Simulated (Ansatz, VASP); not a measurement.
# RbBr in VASP and in Ansatz

The input POSCAR:

```
RbBr
1.0
    4.1242532581      0.0000000000      0.0000000000
    0.0000000000      4.1242532581      0.0000000000
    0.0000000000      0.0000000000      4.0566155047
Rb Br
1 1
Direct
    0.0000000000      0.0000000000      0.0000000000
    0.5000000000      0.5000000000      0.5000000000
```

INCAR.step1

```
SYSTEM = RbBr
PREC     = Accurate       ! precision mode
ENCUT    = 520            ! plane-wave cutoff, eV
ISMEAR   = 0              ! smearing method
SIGMA    = 0.01           ! smearing width, eV
LREAL    = .False.        ! projectors in reciprocal space
LASPH    = .True.         ! aspherical terms in the spheres
NELM     = 100            ! most SCF steps
NBANDS   = 15             ! bands
GGA      = PE             ! functional
ALGO     = Normal         ! electronic algorithm
EDIFF    = 1E-4           ! SCF threshold, eV
LWAVE    = .True.         ! write WAVECAR
LCHARG   = .False.        ! write CHGCAR
```

File INCAR.step2:

```
SYSTEM = RbBr
PREC     = Accurate       ! precision mode
ENCUT    = 520            ! plane-wave cutoff, eV
EDIFF    = 1E-6           ! SCF threshold, eV
ISMEAR   = 0              ! smearing method
SIGMA    = 0.01           ! smearing width, eV
LREAL    = .False.        ! projectors in reciprocal space
LASPH    = .True.         ! aspherical terms in the spheres
NELM     = 100            ! most SCF steps
ALGO     = Normal         ! electronic algorithm
ISIF     = 2              ! what is computed and relaxed
LWAVE    = .False.        ! write WAVECAR
LCHARG   = .False.        ! write CHGCAR
METAGGA  = R2SCAN         ! meta-GGA
LMIXTAU  = .True.       
NBANDS   = 15             ! bands
ISTART   = 1
```

KPOINTS

```
Automatic mesh
0
Gamma
  6 6 6
  0 0 0
```

Input for Ansatz:

```yaml
crystal:
  lattice:
    - [4.1242532581, 0.0, 0.0]
    - [0.0, 4.1242532581, 0.0]
    - [0.0, 0.0, 4.0566155047]
  atoms:
    - { symbol: Rb, position: [0.0, 0.0, 0.0] }
    - { symbol: Br, position: [0.5, 0.5, 0.5] }
kpoints:
  mp_grid: { grid: [6, 6, 6] }
  band_path:
    path: [[0.0, 0.0, 0.0], [0.0, 0.5, 0.0], [0.5, 0.5, 0.0], [0.5, 0.5, 0.5]]
    npoints: 1
hamiltonian:
  xc: r2scan
scf:
  occupations: { method: fixed }
  n_extra_bands: 4
output:
  forces: true
  stress: true
  eigenvalues: true
```

Change from the starting cell: uniaxial_z strain -1.6%.

Alike in both runs: task single point; functional r2SCAN; k mesh 6 × 6 × 6; no spin polarisation.

```csv
,VASP,Ansatz
version,VASP 6.6.1,Ansatz 0.2.0
potentials or method,"VASP PAW PBE potentials, release 64 (Rb_sv, Br)","plane waves, PAW"
plane-wave cutoff (eV),520,500
occupations,"gaussian, width 0.01 eV",fixed
valence electrons in the cell,16,16
```

Ansatz gave:

| Item | Value |
| --- | --- |
| gap on the k mesh at the Fermi level (eV) | 4.84 |
| pressure (GPa) | 0.3 |
| largest component of the traceless stress (GPa) | 0.35 |

What did VASP give for the same quantities?

gap on the k mesh at the Fermi level (eV): 4.85; pressure (GPa): 0.4; largest component of the traceless stress (GPa): 0.35.

Caveats: the PAW data sets were made with another functional, which shifts forces and pressure a little (VASP). A k mesh can miss the band edges.
